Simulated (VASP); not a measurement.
A run of VASP 6.6.1 is set up as follows.

INCAR

```
ALGO = Normal
EDIFF = 1E-7
ENCUT = 520
GGA = RP
ISIF = 2
ISMEAR = 0
LASPH = T
LCHARG = F
LREAL = F
LWAVE = F
NELM = 80
PREC = Accurate
SIGMA = 0.02
```

Contents of KPOINTS:

```
k-points
0
Gamma
  10 10 10
```

Contents of POSCAR:

```
Lu
3.3846
   -0.577352451929      0.577352451929      0.577352451929
    0.577352451929     -0.577352451929      0.577352451929
    0.577352451929      0.577352451929     -0.577352451929
Lu
1
Direct
    0.0000000000      0.0000000000      0.0000000000
```

Potentials or basis: VASP PAW PBE potentials, release 64 (Lu).

Run with:

```bash
$ cat potpaw_PBE.64/Lu/POTCAR > POTCAR
$ mpirun -np 1 vasp_std > vasp.out
```

Q: Predict the pressure.

A: 1.8 GPa.

Q: Estimate the band gap on the k mesh.

A: None (metal or under the smearing width).

Caveat: the PAW data sets were made with another functional, which shifts forces and pressure a little. The run has no spin-orbit coupling, so splittings on Lu are missing.
